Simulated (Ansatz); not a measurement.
# SiNi₃ under pressure

Theory: DFT PBEsol, scalar-relativistic, plane waves, PAW (Ansatz). Settings: 420 eV cutoff, 12×12×12 k-mesh, Gaussian smearing of 0.10 eV, no spin polarisation.

Reference structure (relaxed):

```yaml
crystal:
  lattice:
    - [3.46125, 0.00000, 0.00000]
    - [0.00000, 3.46125, 0.00000]
    - [0.00000, 0.00000, 3.46125]
  atoms:
    - { symbol: Si, position: [0.00000, 0.00000, 0.00000] }
    - { symbol: Ni, position: [0.00000, 0.50000, 0.50000] }
    - { symbol: Ni, position: [0.50000, 0.00000, 0.50000] }
    - { symbol: Ni, position: [0.50000, 0.50000, 0.00000] }
```

Cell and atoms are relaxed at each pressure within the symmetry of the start, at zero temperature, so transitions that lower the symmetry aren't seen. The k-mesh given is that at zero pressure and may differ at others. a, b and c are the lengths of the cell vectors above.

```csv
P (GPa),V (Å³/atom),V/V0,a (Å),b (Å),c (Å)
-2,10.45,1.008,3.471,3.471,3.471
0,10.37,1.000,3.461,3.461,3.461
2,10.28,0.992,3.451,3.451,3.451
5,10.16,0.980,3.438,3.438,3.438
10,9.98,0.962,3.417,3.417,3.417
20,9.66,0.932,3.381,3.381,3.381
40,9.15,0.883,3.320,3.320,3.320
```

(1) What bulk modulus and pressure derivative fit these points?

Answers

(1) A third-order Birch–Murnaghan fit gives B0 = 240 GPa and B0' = 4.6.